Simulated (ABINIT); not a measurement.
Set up this calculation in ABINIT 10.8.3 (patched build), as the native input.

```
Task                : single point
Functional          : PBE0
Potentials or basis : SG15 NC PBE v1.2
Cutoff              : 490 eV
k mesh              : 6 × 6 × 6
Occupations         : fixed
Spin                : no spin polarisation
Most SCF steps      : 60
```

Crystal: SnSe.

```
CELL_PARAMETERS angstrom
0.00000 3.01000 3.01000
3.01000 0.00000 3.01000
3.01000 3.01000 0.00000
ATOMIC_POSITIONS crystal
Sn 0.00000 0.00000 0.00000
Se 0.50000 0.50000 0.50000
```

Measurements of this composition are mostly on another form, of space group No. 62.

One way to write it, as run:

run.abi

```
# Pseudopotentials
pp_dirpath "./"
pseudos "Sn_ONCV_PBE-1.2.upf, Se_ONCV_PBE-1.2.upf"

# Structure
acell 4.2567828227 4.2567828227 4.2567828227 Angstrom
rprim
     0.0000000000     0.7071067812     0.7071067812
     0.7071067812     0.0000000000     0.7071067812
     0.7071067812     0.7071067812     0.0000000000
ntypat 2
znucl 50 34
natom 2
typat 1 2
xred
     0.0000000000     0.0000000000     0.0000000000
     0.5000000000     0.5000000000     0.5000000000

# Plane-wave basis
ecut 18.0

# k points
kptopt 1
ngkpt 6 6 6
nshiftk 1
shiftk 0.0 0.0 0.0

# Exchange and correlation
ixc 41

# Bands and occupations
nband 12
occopt 1

# SCF cycle
nstep 60
diemac 6.0
toldfe 1.0e-7

# Output
iomode 3
prtwf 0
prtden 0
prteig 0
prtebands 0
enunit 2
```

Potentials or basis: SG15 NC PBE v1.2.

Command:

```bash
$ mpirun --bind-to none -np 8 abinit run.abi > log 2>&1
```

It gave:

```yaml
Pressure: -1.8 GPa
Band_gap_on_the_k_mesh: 0.70 eV, direct
Valence_electrons_inside_the_program's_atomic_spheres: Sn 10.37; Se 3.26
```

Caveat: the potentials were made for another functional, which shifts forces and pressure; spin-orbit coupling is left out, which moves the levels of the heavy elements.

It took 20 min on 8 MPI ranks on Arm Neoverse V1 (shared host), peak memory 0.88 GiB a rank.
